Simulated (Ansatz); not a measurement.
Computed with DFT PBE, scalar-relativistic, plane waves, PAW in Ansatz. Settings: cutoff 420 eV, Γ-centred meshes spaced at most about 0.3 Å⁻¹, and about 0.25 Å⁻¹ or finer for metals (2π included), Gaussian smearing. No spin polarisation in the final relaxations.

All energies are static (0 K, no zero-point motion).

Two forms of BeTe were relaxed alike.

A. Space group P6_3/mmc (No. 194), hexagonal, a = 3.730 Å, c = 13.124 Å. Be on a site of symmetry -3m is surrounded by 6 Te at 2.67 Å; Be on a site of symmetry -6m2 is surrounded by 6 Te at 2.75 Å; Te is surrounded by 6 Be at 2.67–2.75 Å.

B. Space group Fm-3m (No. 225), cubic, a = 5.361 Å. Around Be lie 6 Te at 2.68 Å; Te has 6 Be at 2.68 Å.

Question: Which would you expect to be lower, and how large is the difference?

Answer: B is lower, by 136 meV/atom. A has space group P6_3/mmc (No. 194), 19.8 Å³/atom and no gap on its mesh; B has the rock salt type, space group Fm-3m (No. 225), 19.3 Å³/atom and no gap. Even the lower one lies +0.15 eV/atom against the reference forms of the elements (uncorrected), so neither is stable at this level. Both come from invented guesses. The part of the Crystallography Open Database at hand lists BeTe in space group No. 216, which no cell shown has.

Spin–orbit coupling, which can matter for Te, is left out. Cells relaxed within their symmetry can be saddle points.
